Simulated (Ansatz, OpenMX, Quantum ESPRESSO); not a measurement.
## Mo: 3 runs at one level of theory

```
CELL_PARAMETERS angstrom
2.84964 0.00000 0.00000
0.00000 2.84964 0.00000
0.00000 0.00000 25.07500
ATOMIC_POSITIONS crystal
Mo 0.50000 0.50000 0.29910
Mo 0.00000 0.00000 0.37946
Mo 0.50000 0.50000 0.45982
Mo 0.00000 0.00000 0.54018
Mo 0.50000 0.50000 0.62054
Mo 0.00000 0.00000 0.70090
```

Alike in all runs: functional PBE; k mesh 9 × 9 × 1; occupations fermi-dirac, width 0.05 eV; no spin polarisation; no spin-orbit coupling.

```tsv
program and potentials	plane-wave cutoff (eV)	notes	largest force (eV/Å)
Ansatz, Ansatz PAW	420	-	?
Quantum ESPRESSO, PseudoDojo 0.4.1 SR PBE standard	1088	-	0.491
OpenMX, OpenMX 2013 PBE set, Mo7.0-s3p2d2, grid cutoff 400 Ry	-	atomic basis	0.339
```

Task: Estimate from the other rows what the run with Ansatz, Ansatz PAW gave.

Result: Largest force 0.508 eV/Å. The other rows, which needn't bracket it: largest force 0.339 to 0.491.
